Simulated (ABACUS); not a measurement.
# Al2Pt: equation of state with PBE

The system is Al2Pt.

```
Pt Al
1.0
     0.00000    2.95500    2.95500
     2.95500    0.00000    2.95500
     2.95500    2.95500    0.00000
Pt Al
1 2
Direct
  0.00000 0.00000 0.00000
  0.75000 0.75000 0.75000
  0.25000 0.25000 0.25000
```

```json
{"Program": "ABACUS 3.10.1", "Task": "equation of state", "Functional": "PBE", "Potentials or basis": "PseudoDojo NC SR 0.4.1 PBE standard", "Cutoff": "1361 eV", "Density cutoff": "5442 eV", "Basis": "DZP LCAO (the cutoffs set its grid)", "k mesh": "6 × 6 × 6", "Occupations": "fermi-dirac, width 0.05 eV", "Spin": "no spin polarisation"}
```

The equilibrium volume is 17.65 Å³/atom and the bulk modulus is 127 GPa. The pressure derivative of the bulk modulus is 4.4 (rough: it moves with the points fitted).

Energy against volume, from the lowest point:
```
volume (Å³/atom)  energy (meV/atom)
          16.170              57.12
          16.858              14.93
          17.546               0.00
          18.234               7.09
```

All runs of the series together: 28 s on 4 threads of Intel(R) Xeon(R) 6975P-C (Granite Rapids) (shared host).

Caveat: the atomic orbitals were generated for these runs and aren't a published set; the basis of atomic orbitals isn't converged, which shifts pressures, moduli and gaps. Zero-point motion and thermal expansion aren't in these numbers.
